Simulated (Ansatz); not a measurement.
## Step by step: KBr, relaxation of cell and atoms

The calculation used Ansatz 0.2.0, DFT, PBE, PAW with Ansatz's default frozen-core files, scalar-relativistic.

Command: `ansatz run input.yaml --threads 1 --pin off --max-ram 3072MiB --backend cpu --events-out ev --progress --plain --runs-dir out` The run took about 110 s on 1 thread of a shared machine.

```yaml
crystal:
  lattice:
    - [4.5558582445, 0.0, 0.0]
    - [-2.2779291223, 3.9454889758, 0.0]
    - [0.0, 0.0, 7.4260489385]
  atoms:
    - { symbol: K, position: [0.3333333333, 0.6666666667, 0.0] }
    - { symbol: K, position: [0.6666666667, 0.3333333333, 0.5] }
    - { symbol: Br, position: [0.3333333333, 0.6666666667, 0.376] }
    - { symbol: Br, position: [0.6666666667, 0.3333333333, 0.876] }
kpoints:
  mp_grid: { grid: [10, 10, 6] }
scf:
  occupations: { method: fermi_dirac, width: 0.05 }
hamiltonian:
  xc: pbe
  pseudopotentials: { kind: paw }
output:
  forces: true
  stress: true
  write_density: true
  write_potential: true
  elf: true
  volumetric_format: npy
relax:
  f_tol: 0.005
  max_steps: 80
  cell: {}
```

The cell is built from the wurtzite type as a first guess.

The cutoff is 420 eV; energies and pressures of the walk include the program's estimate of the Pulay term.

Each frame lists the cell vectors (Å), then Cartesian positions (Å) and forces (eV/Å). Free energies count from the first step, -8647.0327 eV.

The walk took 17 evaluations in all; steps that aren't listed are left out.

Step 1: E = 0.0 meV, P = 10.75 GPa

```
cell 4.5559 0.0000 0.0000 -2.2779 3.9455 0.0000 0.0000 0.0000 7.4260
K     0.0000    2.6303    0.0000     0.000   0.000  -0.011
K     2.2779    1.3152    3.7130     0.000   0.000  -0.011
Br    0.0000    2.6303    2.7922     0.000   0.000   0.011
Br    2.2779    1.3152    6.5052     0.000   0.000   0.011
```

Step 2: E = -970.1 meV, P = 5.29 GPa

```
cell 4.7780 0.0000 0.0000 -2.3890 4.1378 0.0000 0.0000 0.0000 7.7678
K     0.0000    2.7586   -0.0025     0.000   0.000  -0.016
K     2.3890    1.3793    3.8814     0.000   0.000  -0.016
Br    0.0000    2.7586    2.9232     0.000   0.000   0.016
Br    2.3890    1.3793    6.8071     0.000   0.000   0.016
```

Step 3:

```
cell 4.9972 0.0000 0.0000 -2.4986 4.3277 0.0000 0.0000 0.0000 8.0709
K     0.0000    2.8851   -0.0107
K     2.4986    1.4426    4.0247
Br    0.0000    2.8851    3.0454
Br    2.4986    1.4426    7.0808
```

Step 4: E = -1591.7 meV, P = 0.53 GPa

```
cell 5.1891 0.0000 0.0000 -2.5945 4.4939 0.0000 0.0000 0.0000 8.2749
K     0.0000    2.9959   -0.0260     0.000   0.000  -0.009
K     2.5945    1.4980    4.1115     0.000   0.000  -0.009
Br    0.0000    2.9959    3.1374     0.000   0.000   0.009
Br    2.5945    1.4980    7.2748     0.000   0.000   0.009
```

Step 5: E = -1605.9 meV, P = 0.06 GPa

```
cell 5.2682 0.0000 0.0000 -2.6341 4.5624 0.0000 0.0000 0.0000 8.3192
K     0.0000    3.0416   -0.0376     0.000   0.000  -0.006
K     2.6341    1.5208    4.1220     0.000   0.000  -0.006
Br    0.0000    3.0416    3.1656     0.000   0.000   0.006
Br    2.6341    1.5208    7.3251     0.000   0.000   0.006
```

Step 6: E = -1608.6 meV, P = 0.01 GPa

```
cell 5.3114 0.0000 0.0000 -2.6557 4.5998 0.0000 0.0000 0.0000 8.1776
K     0.0000    3.0665   -0.0724     0.000   0.000   0.006
K     2.6557    1.5333    4.0164     0.000   0.000   0.006
Br    0.0000    3.0665    3.1472     0.000   0.000  -0.006
Br    2.6557    1.5333    7.2360     0.000   0.000  -0.006
```

Step 7: E = -1615.8 meV, P = -0.12 GPa

```
cell 5.4088 0.0000 0.0000 -2.7044 4.6841 0.0000 0.0000 0.0000 7.8154
K     0.0000    3.1227   -0.1448     0.000   0.000  -0.017
K     2.7044    1.5614    3.7629     0.000   0.000  -0.017
Br    0.0000    3.1227    3.0834     0.000   0.000   0.017
Br    2.7044    1.5614    6.9911     0.000   0.000   0.017
```

Step 8: E = -1634.6 meV, P = -0.21 GPa

```
cell 5.4815 0.0000 0.0000 -2.7407 4.7471 0.0000 0.0000 0.0000 7.4537
K     0.0000    3.1647   -0.2100     0.000   0.000  -0.066
K     2.7407    1.5824    3.5169     0.000   0.000  -0.066
Br    0.0000    3.1647    3.0126     0.000   0.000   0.066
Br    2.7407    1.5824    6.7394     0.000   0.000   0.066
```

Step 9: E = -1674.4 meV, P = -0.27 GPa

```
cell 5.5371 0.0000 0.0000 -2.7685 4.7952 0.0000 0.0000 0.0000 7.0981
K     0.0000    3.1968   -0.2765     0.000   0.000  -0.116
K     2.7685    1.5984    3.2726     0.000   0.000  -0.116
Br    0.0000    3.1968    2.9454     0.000   0.000   0.116
Br    2.7685    1.5984    6.4944     0.000   0.000   0.116
```

Step 10: E = -1726.8 meV, P = -0.24 GPa

```
cell 5.5893 0.0000 0.0000 -2.7947 4.8405 0.0000 0.0000 0.0000 6.7345
K     0.0000    3.2270   -0.3486     0.000   0.000  -0.120
K     2.7947    1.6135    3.0187     0.000   0.000  -0.120
Br    0.0000    3.2270    2.8808     0.000   0.000   0.120
Br    2.7947    1.6135    6.2480     0.000   0.000   0.120
```

Step 11: E = -1660.7 meV, P = 0.73 GPa, step rejected

```
cell 5.5492 0.0000 0.0000 -2.7746 4.8058 0.0000 0.0000 0.0000 6.4712
K     0.0000    3.2038   -0.5028     0.000   0.000   0.361
K     2.7746    1.6019    2.7328     0.000   0.000   0.361
Br    0.0000    3.2038    2.9359     0.000   0.000  -0.361
Br    2.7746    1.6019    6.1716     0.000   0.000  -0.361
```

Step 12: E = -1746.3 meV, P = 0.07 GPa

```
cell 5.5451 0.0000 0.0000 -2.7725 4.8022 0.0000 0.0000 0.0000 6.6739
K     0.0000    3.2015   -0.4117     0.000   0.000  -0.004
K     2.7725    1.6007    2.9253     0.000   0.000  -0.004
Br    0.0000    3.2015    2.9210     0.000   0.000   0.004
Br    2.7725    1.6007    6.2580     0.000   0.000   0.004
```

Step 13: E = -1746.5 meV, P = 0.00 GPa

```
cell 5.5575 0.0000 0.0000 -2.7788 4.8130 0.0000 0.0000 0.0000 6.6717
K     0.0000    3.2086   -0.4135     0.000   0.000   0.000
K     2.7788    1.6043    2.9223     0.000   0.000   0.000
Br    0.0000    3.2086    2.9221     0.000   0.000   0.000
Br    2.7788    1.6043    6.2579     0.000   0.000   0.000
```

Step 14: E = -1797.6 meV, P = 0.42 GPa (the cell of the step before, solved again on a basis chosen afresh, hence the jump)

Step 15: E = -1809.8 meV, P = 0.12 GPa

```
cell 5.6371 0.0000 0.0000 -2.8185 4.8819 0.0000 0.0000 0.0000 6.6547
K     0.0000    3.2546   -0.4126     0.000   0.000   0.000
K     2.8185    1.6273    2.9147     0.000   0.000   0.000
Br    0.0000    3.2546    2.9148     0.000   0.000   0.000
Br    2.8185    1.6273    6.2421     0.000   0.000   0.000
```

Give the energy and forces of step 3.

E = -1440.0 meV, P = 2.17 GPa
```
K     0.0000    2.8851   -0.0107     0.000   0.000  -0.013
K     2.4986    1.4426    4.0247     0.000   0.000  -0.013
Br    0.0000    2.8851    3.0454     0.000   0.000   0.013
Br    2.4986    1.4426    7.0808     0.000   0.000   0.013
```

How does the relaxation end?

It converges, with a = 5.672 Å, b = 5.672 Å, c = 6.644 Å, α = 90.00°, β = 90.00°, γ = 120.00° (conventional cell, space group P6_3/mmc). The last solve (on a basis chosen afresh for the final cell, so its energy is not quite comparable) gives E = -1811.3 meV, P = 0.01 GPa:
```
cell 5.6719 0.0000 0.0000 -2.8360 4.9120 0.0000 0.0000 0.0000 6.6445
K     0.0000    3.2747   -0.4119     0.000   0.000   0.000
K     2.8360    1.6373    2.9103     0.000   0.000   0.000
Br    0.0000    3.2747    2.9103     0.000   0.000   0.000
Br    2.8360    1.6373    6.2325     0.000   0.000   0.000
```
